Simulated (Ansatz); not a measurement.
# CrAuF3: the cost of one run

Computed with Ansatz 0.2.0 (DFT PBE, scalar-relativistic, plane waves, PAW, unless a step's input says otherwise).

### 1 Starting point

The structure is tetragonal, space group P4mm (No. 99). Conventional cell: a = 3.791 Å, b = 3.791 Å, c = 4.034 Å, α = 90.00°, β = 90.00°, γ = 90.00°. Cr (site symmetry 4mm) is surrounded by 5 F at 1.72 to 1.92 Å. Au (site symmetry 4mm) has 8 F at 2.45 to 2.72 Å as nearest neighbours. Around F (site symmetry 4mm) lie 1 Cr at 1.72 Å. Around F (site symmetry 2mm) lie 2 Cr at 1.92 Å and 2 Au at 2.45 Å.

As a file:

```
CELL_PARAMETERS angstrom
3.79057 0.00000 0.00000
0.00000 3.79057 0.00000
0.00000 0.00000 4.03428
ATOMIC_POSITIONS crystal
Cr 0.50000 0.50000 0.53820
Au 0.00000 0.00000 0.00000
F 0.50000 0.50000 0.11300
F 0.50000 0.00000 0.61500
F 0.00000 0.50000 0.61500
```

Recipe of the guess: species swapped into a database cell of TiPbO3 (P4mm, No. 99), with Cr on the Ti sites, Au on the Pb sites and F on the O sites. The dimensions are guesses.

### 2 A first look at the guess

File input.yaml:

```yaml
crystal:
  lattice:
    - [3.79056747, 0.0, 0.0]
    - [0.0, 3.79056747, 0.0]
    - [0.0, 0.0, 4.03428291]
  atoms:
    - { symbol: Cr, position: [0.5, 0.5, 0.53820002], spin: 3.0 }
    - { symbol: Au, position: [0.0, 0.0, 0.0] }
    - { symbol: F, position: [0.5, 0.5, 0.113] }
    - { symbol: F, position: [0.5, 0.0, 0.61500001] }
    - { symbol: F, position: [0.0, 0.5, 0.61500001] }
basis:
  ecutwfc: 420
kpoints:
  mp_grid: { grid: [4, 4, 4] }
hamiltonian:
  xc: pbe
scf:
  occupations: { method: gaussian, width: 0.1 }
  lower_state_search: "off"
output:
  forces: true
  stress: true
  eigenvalues: true
  populations: true
magnetization:
  spin_polarized: true
```

Started as:

```
$ ansatz run input.yaml --threads 1 --pin off --max-ram 2560MiB --backend cpu --events-out ev --progress --plain --runs-dir out
```

What time and memory should one allow on 1 thread of Intel Xeon at 2.70GHz, shared host?

About 11 s, with a peak of 0.4 GiB.
